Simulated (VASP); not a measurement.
**KCl: relaxation of cell and atoms with PBEsol+D3(BJ)**

The system is KCl.

```
CELL_PARAMETERS angstrom
0.00000 3.01805 3.01805
3.01805 0.00000 3.01805
3.01805 3.01805 0.00000
ATOMIC_POSITIONS crystal
K 0.00000 0.00000 0.00000
Cl 0.50000 0.50000 0.50000
```

| Property | Result |
| --- | --- |
| Program | VASP 6.6.1 |
| Task | relaxation of cell and atoms |
| Functional | PBEsol |
| Dispersion | D3(BJ) |
| Potentials or basis | VASP PAW PBE potentials, release 64 (K_sv, Cl) |
| Cutoff | 520 eV |
| k mesh | 12 × 12 × 12 |
| Occupations | gaussian, width 0.1 eV |
| Spin | no spin polarisation |
| Target pressure | 1.2 GPa |
| Further INCAR settings | ALGO = Normal; EDIFF = 1e-07; IBRION = 2; EDIFFG = -0.002; NSW = 80; ISIF = 3 |
| Target pressure | 1.2 GPa |

```json
{
  "Pressure after relaxing": "1.2 GPa",
  "Band gap on the k mesh": "5.45 eV, direct",
  "Dispersion energy per atom": "-0.213 eV"
}
```

Final structure:
```yaml
crystal:
  lattice:
    - [0.00000, 3.01805, 3.01805]
    - [3.01805, 0.00000, 3.01805]
    - [3.01805, 3.01805, 0.00000]
  atoms:
    - { symbol: K, position: [0.00000, 0.00000, 0.00000] }
    - { symbol: Cl, position: [0.50000, 0.50000, 0.50000] }
```

Levels at points of the mesh, in eV from the valence-band top:
| k point | band 5 | band 6 | band 7 | band 8 | band 9 | band 10 | band 11 | band 12 |
| --- | --- | --- | --- | --- | --- | --- | --- | --- |
| (0.00, 0.00, 0.00) | -10.29 | 0.00 | 0.00 | 0.00 | 5.45 | 8.31 | 8.31 | 8.31 |
| (0.50, 0.00, 0.00) | -9.96 | -1.33 | -0.45 | -0.45 | 7.76 | 8.95 | 10.87 | 10.87 |
| (0.50, 0.50, 0.00) | -10.39 | -0.75 | -0.25 | -0.25 | 6.23 | 8.79 | 10.40 | 10.64 |

Run time: 18 s on 1 thread of Intel(R) Xeon(R) Platinum 8488C (Sapphire Rapids) (shared host), peak memory 0.21 GiB.

Caveat: the relaxation stopped at its first step, so nothing moved; the cell is relaxed towards a set pressure, so the enthalpy falls and the energy may rise; the PAW data sets were made with another functional, which shifts forces and pressure a little. A k mesh can miss the band edges.
